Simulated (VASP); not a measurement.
# Pd: single point with PBEsol

Crystal: Pd.

```xyz
1
Lattice="-1.5408 1.5408 1.5408 1.5408 -1.5408 1.5408 1.5408 1.5408 -1.5408" Properties=species:S:1:pos:R:3 pbc="T T T"
Pd    0.0000    0.0000    0.0000
```

This isn't the form of Pd at room conditions, which is fcc.

| Property | Result |
| --- | --- |
| Program | VASP 6.6.1 |
| Task | single point |
| Functional | PBEsol |
| Potentials or basis | VASP PAW PBE potentials, release 64 (Pd) |
| Cutoff | 520 eV |
| k mesh | 18 × 18 × 18 |
| Occupations | gaussian, width 0.5 eV |
| Spin | no spin polarisation |

- Pressure: 1.2 GPa
- Band gap on the k mesh: none (metal or under the smearing width)

Levels at points of the mesh, in eV from the Fermi level:
```
           k point  band 3  band 4  band 5  band 6  band 7  band 8
(0.00, 0.00, 0.00)   -3.05   -3.05   -1.01   -1.01   19.30   19.30
(0.50, 0.00, 0.00)   -1.09   -0.76    0.59    1.26    7.94   15.06
(0.50, 0.50, 0.50)    0.19    0.19    0.19    9.14    9.14    9.14
```

It used 44 s of CPU time on 1 thread of Intel(R) Xeon(R) Platinum 8175M CPU @ 2.50GHz (Skylake/Cascade Lake), with other jobs on the host, which was overloaded at the time.

Caveat: the PAW data sets were made with another functional, which shifts forces and pressure a little.
